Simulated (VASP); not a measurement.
# PbS (Pm-3m) in VASP: reference runs

How does PbS come out in PBE? The cell is run as given and disturbed.

Program: VASP 6.6.1. These are calculated values, not measurements. Logs are shortened: lines on timing, memory, paths and dates and some standing lists are left out, and cuts for length are marked.

## 1. Starting point

It takes space group Pm-3m (No. 221, cubic). Conventional cell: a = 3.654 Å, b = 3.654 Å, c = 3.654 Å, α = 90.00°, β = 90.00°, γ = 90.00°. Pb (site symmetry m-3m) has 8 S at 3.16 Å as nearest neighbours. S (site symmetry m-3m) has 8 Pb at 3.16 Å as nearest neighbours.

Measurements of this composition are mostly on another form, of space group No. 225.

## 2. Single point, PBE

The input, INCAR:

```
  PREC = Accurate
  ENCUT = 520
  EDIFF = 1E-7
  ISMEAR = -1
  SIGMA = 0.05
  LREAL = F
  LASPH = T
  NELM = 60
  ALGO = Normal
  ISIF = 2
  LWAVE = F
  LCHARG = F
  GGA = PE
  NBANDS = 17
```

The input, KPOINTS:

```
regular mesh
0
Gamma
  7 7 7
```

The input, POSCAR:

```
PbS
1.0
    3.6536590000      0.0000000000      0.0000000000
    0.0000000000      3.6536590000      0.0000000000
    0.0000000000      0.0000000000      3.6536590000
Pb S
1 1
Direct
    0.0000000000      0.0000000000      0.0000000000
    0.5000000000      0.5000000000      0.5000000000
```

Potentials or basis: VASP PAW PBE potentials, release 64 (Pb_d, S).

Started as:

```sh
$ cat potpaw_PBE.64/Pb_d/POTCAR potpaw_PBE.64/S/POTCAR > POTCAR
$ mpirun -np 1 vasp_std > vasp.out
```

OUTCAR:

```text
PREC = Accurate
   ENCUT = 520
   EDIFF = 1E-7
   ISMEAR = -1
   LREAL = F
   LASPH = T
   NELM = 60
   ISIF = 2
   GGA = PE

 ion  position               nearest neighbor table
   1  0.000  0.000  0.000-   2 3.16   2 3.16   2 3.16   2 3.16   2 3.16   2 3.16   2 3.16   2 3.16

   2  0.500  0.500  0.500-   1 3.16   1 3.16   1 3.16   1 3.16   1 3.16   1 3.16   1 3.16   1 3.16

  LATTYP: Found a simple cubic cell.
 ALAT       =     3.6536590000

  Lattice vectors:

 A1 = (   3.6536590000,   0.0000000000,   0.0000000000)
 A2 = (   0.0000000000,   3.6536590000,   0.0000000000)
 A3 = (   0.0000000000,   0.0000000000,   3.6536590000)

Analysis of symmetry for initial positions (statically):
=====================================================================
 Subroutine PRICEL returns:
 Original cell was already a primitive cell.

 Routine SETGRP: Setting up the symmetry group for a
 simple cubic supercell.

 Subroutine GETGRP returns: Found 48 space group operations
 (whereof 48 operations were pure point group operations)
 out of a pool of 48 trial point group operations.

The static configuration has the point symmetry O_h .

Analysis of symmetry for dynamics (positions and initial velocities):
=====================================================================
 Subroutine PRICEL returns:
 Original cell was already a primitive cell.

 Routine SETGRP: Setting up the symmetry group for a
 simple cubic supercell.

 Subroutine GETGRP returns: Found 48 space group operations
 (whereof 48 operations were pure point group operations)
 out of a pool of 48 trial point group operations.

The dynamic configuration has the point symmetry O_h .

 Subroutine INISYM returns: Found 48 space group operations
 (whereof 48 operations are pure point group operations),
 and found     1 'primitive' translations

----------------------------------------------------------------------------------------

                                     Primitive cell

  volume of cell :      48.7735

  direct lattice vectors                    reciprocal lattice vectors
     3.653659000  0.000000000  0.000000000     0.273698230  0.000000000  0.000000000
     0.000000000  3.653659000  0.000000000     0.000000000  0.273698230  0.000000000
     0.000000000  0.000000000  3.653659000     0.000000000  0.000000000  0.273698230

  length of vectors
     3.653659000  3.653659000  3.653659000     0.273698230  0.273698230  0.273698230

  position of ions in fractional coordinates (direct lattice)
     0.000000000  0.000000000  0.000000000
     0.500000000  0.500000000  0.500000000

  ion indices of the primitive-cell ions
   primitive index   ion index
                 1           1
                 2           2

----------------------------------------------------------------------------------------

 KPOINTS: regular mesh

Automatic generation of k-mesh.
 Grid dimensions read from file:
 generate k-points for:    7    7    7

 Generating k-lattice:

  Cartesian coordinates                     Fractional coordinates (reciprocal lattice)
     0.039099747  0.000000000  0.000000000     0.142857143  0.000000000  0.000000000
     0.000000000  0.039099747  0.000000000     0.000000000  0.142857143  0.000000000
     0.000000000  0.000000000  0.039099747     0.000000000  0.000000000  0.142857143

  Length of vectors
     0.039099747  0.039099747  0.039099747

  Shift w.r.t. Gamma in fractional coordinates (k-lattice)
     0.000000000  0.000000000  0.000000000

 Subroutine IBZKPT returns following result:
 ===========================================

 Found     20 irreducible k-points:

 Following reciprocal coordinates:
            Coordinates               Weight
  0.000000  0.000000  0.000000      1.000000
  0.142857  0.000000  0.000000      6.000000
  0.285714  0.000000  0.000000      6.000000
  0.428571  0.000000  0.000000      6.000000
  0.142857  0.142857  0.000000     12.000000
  0.285714  0.142857  0.000000     24.000000
[... 12 lines left out ...]
  0.428571  0.428571  0.285714     24.000000
  0.428571  0.428571  0.428571      8.000000
   k-points           NKPTS =     20   k-points in BZ     NKDIM =     20   number of bands    NBANDS=     17
   number of dos      NEDOS =    301   number of ions     NIONS =      2
   total plane-waves  NPLWV =  21952
   dimension x,y,z NGX =    28 NGY =   28 NGZ =   28
   dimension x,y,z NGXF=    56 NGYF=   56 NGZF=   56
   ions per type =               1   1
   NGX,Y,Z   is equivalent  to a cutoff of  12.74, 12.74, 12.74 a.u.
   NGXF,Y,Z  is equivalent  to a cutoff of  25.48, 25.48, 25.48 a.u.
 SYSTEM =  unknown system
   PREC   = accura    normal or accurate (medium, high low for compatibility)
   ISTART =      0    job   : 0-new  1-cont  2-samecut
   ICHARG =      2    charge: 1-file 2-atom 10-const
   ISPIN  =      1    spin polarized calculation?
   LNONCOLLINEAR =      F non collinear calculations
   LSORBIT =      F    spin-orbit coupling
   LASPH  =      T    aspherical Exc in radial PAW
   ENCUT  =  520.0 eV  38.22 Ry    6.18 a.u.   6.79  6.79  6.79*2*pi/ulx,y,z
   NELM   =     60;   NELMIN=  2; NELMDL= -5     # of ELM steps
   EDIFF  = 0.1E-06   stopping-criterion for ELM
   LREAL  =      F    real-space projection
   EDIFFG = 0.1E-05   stopping-criterion for IOM
   NSW    =      0    number of steps for IOM
   IBRION =     -1    ionic relax: 0-MD 1-quasi-New 2-CG
   NFREE  =      0    steps in history (QN), initial steepest desc. (CG)
   ISIF   =      2    stress and relaxation
   ISYM   =      2    0-nonsym 1-usesym 2-fastsym
   POTIM  = 0.5000    time-step for ionic-motion
   TEBEG  =    0.0;   TEEND  =   0.0 temperature during run
   PSTRESS=    0.0 pullay stress
   NELECT =      20.0000    total number of electrons
   NUPDOWN=      -1.0000    fix difference up-down
   EMIN   =  10.00;   EMAX   =-10.00  energy-range for DOS
   EFERMI =   0.00;   METHOD = LEGACY
   ISMEAR =    -1;   SIGMA  =   0.05  broadening in eV -4-tet -1-fermi 0-gaus
   EFERMI_NEDOS =   21; number of points for ismear=-14 and -15
   IALGO  =     38    algorithm
   IMIX   =      4    mixing-type and parameters
     AMIX     =   0.40;   BMIX     =  1.00
     AMIX_MAG =   1.60;   BMIX_MAG =  1.00
  volume/ion in A,a.u.               =      24.39       164.57
  Fermi-wavevector in a.u.,A,eV,Ry     =   1.216252  2.298383 20.126668  1.479268
  Thomas-Fermi vector in A             =   2.351612
   LORBIT       =      0    0 simple, 1 ext, 2 COOP (PROOUT), +10 PAW based schemes
   GGA     = PE    functional components
   LHFCALC =     F    Hartree Fock is set to
   AEXX    =    0.0000 exact exchange contribution
   IVDW    =     0    specifies the selected vdW correction
   LEPSILON=     F    determine dielectric tensor
   LRPA    =     F    only Hartree local field effects (RPA)
 non-spin polarized calculation
  energy-cutoff  :      520.00
  volume of cell :       48.77
 maximum number of plane-waves:      1357
 NGX is ok and might be reduce to    28
   NGX = 13   NGY = 13   NGZ = 13

 number of electron      19.9999995 magnetization

 Free energy of the ion-electron system (eV)
  ---------------------------------------------------
  ext. energy  EPLUGINS =         0.00000000
  ---------------------------------------------------
  free energy    TOTEN  =        -8.25603528 eV

  energy without entropy =       -8.24856868  energy(sigma->0) =       -8.25230198

 E-fermi :   6.0543     XC(G=0): -10.1704

 val. band max:        5.9708747860   @ k =   0.1429   0.1429   0.1429
 cond. band min:       6.0926565111   @ k =   0.4286   0.4286   0.4286
 fundamental gap:      0.1217817251
 Fermi energy:         6.0543144117

 k-point     1 :       0.0000    0.0000    0.0000
  band No.  band energies     occupation
      1     -10.8020      2.00000
      2     -10.8020      2.00000
      3     -10.5913      2.00000
      4     -10.5913      2.00000
      5     -10.5913      2.00000
      6      -7.0184      2.00000
[... 9 lines left out ...]
     16      18.8198      0.00000
     17      18.8924      0.00000

 k-point     2 :       0.1429    0.0000    0.0000
  band No.  band energies     occupation
      1     -10.8001      2.00000
      2     -10.7725      2.00000
      3     -10.6022      2.00000
      4     -10.6022      2.00000
      5     -10.5902      2.00000
      6      -6.8468      2.00000
[... 9 lines left out ...]
     16      18.6696      0.00000
     17      18.6794      0.00000

 k-point     3 :       0.2857    0.0000    0.0000
  band No.  band energies     occupation
      1     -10.7960      2.00000
      2     -10.7066      2.00000
      3     -10.6266      2.00000
      4     -10.6266      2.00000
      5     -10.5878      2.00000
      6      -6.3756      2.00000
[... 9 lines left out ...]
     16      16.9088      0.00000
     17      18.8733      0.00000

 k-point     4 :       0.4286    0.0000    0.0000
  band No.  band energies     occupation
      1     -10.7926      2.00000
      2     -10.6542      2.00000
      3     -10.6460      2.00000
      4     -10.6460      2.00000
      5     -10.5859      2.00000
      6      -5.8325      2.00000
[... 9 lines left out ...]
     16      18.5921      0.00000
     17      18.8600      0.00000
[... 263 lines left out ...]
      1     -10.7065      2.00000
      2     -10.6865      2.00000
      3     -10.6609      2.00000
      4     -10.6419      2.00000
      5     -10.5864      2.00000
      6      -5.0735      2.00000
[... 9 lines left out ...]
     16      17.1233      0.00000
     17      20.8998      0.00000

 k-point    19 :       0.4286    0.4286    0.2857
  band No.  band energies     occupation
      1     -10.7276      2.00000
      2     -10.6850      2.00000
      3     -10.6832      2.00000
      4     -10.6132      2.00000
      5     -10.5545      2.00000
      6      -4.8888      2.00000
[... 9 lines left out ...]
     16      18.0722      0.00000
     17      21.5645      0.00000

 k-point    20 :       0.4286    0.4286    0.4286
  band No.  band energies     occupation
      1     -10.7147      2.00000
      2     -10.7091      2.00000
      3     -10.7091      2.00000
      4     -10.5533      2.00000
      5     -10.5533      2.00000
      6      -4.7823      2.00000
[... 9 lines left out ...]
     16      19.0181      0.00000
     17      22.6056      0.00000

------------------------ aborting loop because EDIFF is reached ----------------------------------------

  FORCE on cell =-STRESS in cart. coord.  units (eV):
  Direction    XX          YY          ZZ          XY          YZ          ZX
  --------------------------------------------------------------------------------------
  -------------------------------------------------------------------------------------
  Total       -0.0268354     -0.0268354     -0.0268354     -0.0000000      0.0000000      0.0000000
  in kB       -0.8815265     -0.8815265     -0.8815265     -0.0000000      0.0000000      0.0000000
  external PRESSURE =      -0.8815265 kB  Pullay stress =       0.0000000 kB

 VOLUME and BASIS-vectors are now :
 -----------------------------------------------------------------------------
  energy-cutoff  :      520.00
  volume of cell :       48.77
      direct lattice vectors                 reciprocal lattice vectors
     3.653659000  0.000000000  0.000000000     0.273698230  0.000000000  0.000000000
     0.000000000  3.653659000  0.000000000     0.000000000  0.273698230  0.000000000
     0.000000000  0.000000000  3.653659000     0.000000000  0.000000000  0.273698230

 POSITION                                       TOTAL-FORCE (eV/Angst)
 -----------------------------------------------------------------------------------
      0.00000      0.00000      0.00000         0.000000      0.000000      0.000000
      1.82683      1.82683      1.82683         0.000000      0.000000      0.000000
 -----------------------------------------------------------------------------------
    total drift:                               -0.000000      0.000000      0.000000

  FREE ENERGIE OF THE ION-ELECTRON SYSTEM (eV)
  ---------------------------------------------------
  free  energy   TOTEN  =        -8.2560352784 eV

  energy  without entropy=       -8.2485686760  energy(sigma->0) =       -8.25230198
```

It took 11 s on 1 thread of Intel Xeon Platinum 8488C (Sapphire Rapids), shared host; peak memory 0.16 GiB.

What came out:

```yaml
Free_energy: -8.2560 eV
Pressure: -0.1 GPa
Band_gap_on_the_k_mesh: 0.12 eV, indirect (least direct gap 1.44 eV)
```

Caveat: spin-orbit coupling is left out, which as a rule narrows the gap of such compounds by several tenths of an eV; an odd mesh through Γ misses points on the zone boundary, where band edges often lie.

## 3. Single point, PBE (atoms moved at random, drawn with an rms of 0.05 Å)

The input, INCAR:

```
ALGO = Normal ; EDIFF = 1E-7
ENCUT = 520 ; GGA = PE
ISIF = 2 ; ISMEAR = -1
LASPH = T ; LCHARG = T
LELF = T ; LREAL = F
LVHAR = T ; LWAVE = F
NBANDS = 17 ; NELM = 60
PREC = Accurate ; SIGMA = 0.05
```

The input, KPOINTS:

```
k-points
0
Gamma
  7 7 7
```

The input, POSCAR:

```
PbS
1.0
    3.6536590000      0.0000000000      0.0000000000
    0.0000000000      3.6536590000      0.0000000000
    0.0000000000      0.0000000000      3.6536590000
Pb S
1 1
Direct
   -0.0044330000      0.0087860000     -0.0038540000
    0.5019400000      0.4913370000      0.4961630000
```

Potentials or basis: VASP PAW PBE potentials, release 64 (Pb_d, S).

Started as:

```sh
$ cat potpaw_PBE.64/Pb_d/POTCAR potpaw_PBE.64/S/POTCAR > POTCAR
$ mpirun -np 1 vasp_std > vasp.out
```

Run time: 74 s. Hardware: 1 thread of Intel Xeon Platinum 8488C (Sapphire Rapids), shared host; peak memory 0.26 GiB.

It converged, with:

```yaml
Free_energy: -8.2587 eV
Pressure: 0.0 GPa
Largest_force: 0.078 eV/Å
Band_gap_on_the_k_mesh: 0.12 eV, indirect (least direct gap 1.40 eV)
```

Forces in eV/Å, atoms in the order of the input:
```
Pb  -0.026  0.074  0.000
S    0.026 -0.074  0.000
```

Levels at points of the mesh, in eV from the valence-band top:
```csv
k point,band 7,band 8,band 9,band 10,band 11,band 12,band 13,band 14
"(0.00, 0.00, 0.00)",-6.59,-1.45,-1.45,-1.44,5.54,5.62,6.67,6.68
```

Caveat: spin-orbit coupling is left out, which as a rule narrows the gap of such compounds by several tenths of an eV; an odd mesh through Γ misses points on the zone boundary, where band edges often lie.
